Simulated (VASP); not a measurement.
YN: single point with PBE+TS

The system is YN.

```
CELL_PARAMETERS angstrom
0.00000 2.43850 2.43850
2.43850 0.00000 2.43850
2.43850 2.43850 0.00000
ATOMIC_POSITIONS crystal
Y 0.00000 0.00000 0.00000
N 0.50000 0.50000 0.50000
```

```json
{
  "Program": "VASP 6.6.1",
  "Task": "single point",
  "Functional": "PBE",
  "Dispersion": "TS",
  "Potentials or basis": "VASP PAW PBE potentials, release 64 (Y_sv, N)",
  "Cutoff": "520 eV",
  "k mesh": "9 × 9 × 9",
  "Occupations": "tetrahedron",
  "Spin": "no spin polarisation",
  "Further INCAR settings": "ALGO = Normal; EDIFF = 1.00e-06"
}
```

```
Pressure                   : -4.2 GPa
Band gap on the k mesh     : 0.24 eV, indirect (least direct gap 0.64 eV)
Hirshfeld charges          : Y +0.48; N -0.48 e
Dispersion energy per atom : -0.510 eV
```

Levels at points of the mesh, in eV from the valence-band top:
| k point | band 6 | band 7 | band 8 | band 9 | band 10 | band 11 |
| --- | --- | --- | --- | --- | --- | --- |
| (0.00, 0.00, 0.00) | 0.00 | 0.00 | 0.00 | 3.15 | 3.15 | 3.15 |

It took 13 s on 1 thread of Intel(R) Xeon(R) 6975P-C (Granite Rapids) (shared host), peak memory 0.18 GiB.

Caveat: an odd mesh through Γ misses points on the zone boundary, where band edges often lie. A hybrid or GW would open this gap; PBE tends to underestimate it.
